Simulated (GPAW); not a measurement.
The system is CdF2.

```
Cd F
1.0
     0.00000    2.69400    2.69400
     2.69400    0.00000    2.69400
     2.69400    2.69400    0.00000
Cd F
1 2
Cartesian
  0.0000 0.0000 0.0000
  4.0410 4.0410 4.0410
  1.3470 1.3470 1.3470
```

Base run:

- Program: GPAW 26.7.0
- Functional: LDA
- Potentials or basis: the program's PAW data sets (release 1.2.1) made for this functional
- Cutoff: 600 eV
- Basis: pw
- k mesh: 7 × 7 × 7
- Occupations: fermi-dirac, width 0.05 eV
- Spin: no spin polarisation

Its results: band gap on the k mesh 2.83 eV, indirect (least direct gap 3.22 eV); pressure -6.2 GPa.

Task: The run is repeated on the same cell with these changes: cutoff from 600 eV to 800 eV; k mesh from 7 × 7 × 7 to 9 × 9 × 9. What comes out?

Result: Band gap on the k mesh 2.80 eV, indirect (least direct gap 3.22 eV); pressure -7.6 GPa.

Caveats: the cutoff is short for stress and forces, so pressures can be off by a GPa or more (some runs); an odd mesh through Γ misses points on the zone boundary, where band edges often lie (some runs).
